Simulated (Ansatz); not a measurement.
BeS built on the rocksalt prototype, relaxed with r2SCAN, was run in Ansatz under altered settings. All numbers are computed, without spin polarisation but where a row says otherwise.

```yaml
crystal:
  lattice:
    - [0.00000, 2.31730, 2.31730]
    - [2.31730, 0.00000, 2.31730]
    - [2.31730, 2.31730, 0.00000]
  atoms:
    - { symbol: Be, position: [0.00000, 0.00000, 0.00000] }
    - { symbol: S, position: [0.50000, 0.50000, 0.50000] }
```

The base run's other keys:
```yaml
kpoints:
  mp_grid: { grid: [4, 4, 4] }
hamiltonian:
  xc: hse06
scf:
  occupations: { method: fixed }
  n_extra_bands: 4
```

It takes 10 iterations with 531 plane waves at 420 eV and 8 k points, and leaves a mean stress of -0.48 GPa. The gap over this mesh is 2.076 eV. It ran on 4 threads of Arm Neoverse N1 (shared host).

Outcomes, with energy and stress as changes against the base:
```tsv
setting	outcome	ΔF (meV/atom)	Δ mean stress (GPa)	gap on the mesh (eV)	iterations	wall time
PBE hybrid, exx coeff 0.2, omega 0.5 1/Å	converged	–	+0.8	1.503	8	2.7 s
PBE hybrid, exx coeff 0.75, omega 0.5 1/Å	converged	–	-1.3	2.330	13	3.1 s
PBE hybrid, exx coeff 0.15, omega 0.1 1/Å	converged	–	+0.5	1.937	8	2.7 s
PBE hybrid, exx coeff 0.75, omega 0.2078 1/Å	converged	–	-2.8	3.927	14	3.2 s
scf.mixing.beta: 0.05	converged	0.0	0.0	2.076	13	2.8 s
```
A dash marks a value that wasn't obtained or can't be compared. Stress is positive in compression. The base took 2.7 s.

- PBE hybrid, exx coeff 0.2, omega 0.5 1/Å. That is 20 % exact exchange, screened with ω = 0.5 1/Å, against HSE06's 25 % screened at 0.208 1/Å. The mean stress moves by +0.8 GPa and the gap on the mesh by -0.573 eV (to 1.503). Totals of different functionals aren't comparable.
- PBE hybrid, exx coeff 0.75, omega 0.5 1/Å. That is 75 % exact exchange, screened with ω = 0.5 1/Å, against HSE06's 25 % screened at 0.208 1/Å. The mean stress moves by -1.3 GPa and the gap on the mesh by +0.253 eV (to 2.330). Totals of different functionals aren't comparable.
- PBE hybrid, exx coeff 0.15, omega 0.1 1/Å. That is 15 % exact exchange, screened with ω = 0.1 1/Å, against HSE06's 25 % screened at 0.208 1/Å. The mean stress moves by +0.5 GPa and the gap on the mesh by -0.139 eV (to 1.937). Totals of different functionals aren't comparable. The program warns that on this mesh the truncation of the exchange isn't bounded, so part of the change can be an error of the mesh.
- PBE hybrid, exx coeff 0.75, omega 0.2078 1/Å. That is 75 % exact exchange, screened with ω = 0.2078 1/Å, against HSE06's 25 % screened at 0.208 1/Å. The mean stress moves by -2.8 GPa and the gap on the mesh by +1.851 eV (to 3.927). Totals of different functionals aren't comparable. The program warns that on this mesh the truncation of the exchange isn't bounded, so part of the change can be an error of the mesh.

Within 1 meV an atom, 0.1 GPa and 0.005 eV of the base stay: scf.mixing.beta: 0.05.

The program warns that its thresholds are loose for a hybrid's stress.

The meshes of the hybrids are coarse, so their gaps aren't converged to the digits shown.
